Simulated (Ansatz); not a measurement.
# TiO: computed properties

Level of theory: Ansatz, DFT r2SCAN, scalar-relativistic, plane waves, PAW.

Cutoff 500 eV; k points 18×18×8 on the computed 4-atom cell (Γ-centred); Gaussian smearing, width 0.10 eV; no spin polarisation.

The structure is relaxed at this level of theory with its symmetry kept. This form isn't the usual stable structure of the compound.

Symmetry: P6_3/mmc, No. 194, hexagonal system. The conventional cell has a = 2.826 Å, b = 2.826 Å, c = 5.541 Å, α = 90.00°, β = 90.00°, γ = 120.00°. Around Ti (site symmetry -6m2) lie 6 O at 2.14 Å. O (site symmetry -3m) is surrounded by 6 Ti at 2.14 Å.

| Property | Result |
| --- | --- |
| Volume per atom | 9.58 Å³ |
| Formation energy from the elements' standard states (uncorrected) | -2.699 eV/atom |
| Generalised Kohn–Sham band gap | none (metal) |
| Density of states at the Fermi level | 0.08 states/eV per cell (so small that it hangs on the mesh: a semimetal, or crossings between mesh points) |
| Löwdin character within 0.5 eV of the Fermi level | Ti 3d 88 %, O 2p 7 % |
| Bulk modulus | 249 GPa |
| Its pressure derivative | 4.3 |
| Bader charges (e) | Ti (2 in the cell) 1.39, O (2 in the cell) -1.39 |

A ferromagnetic start lost its moments in a first run, so spin was left out; other magnetic orders weren't tried.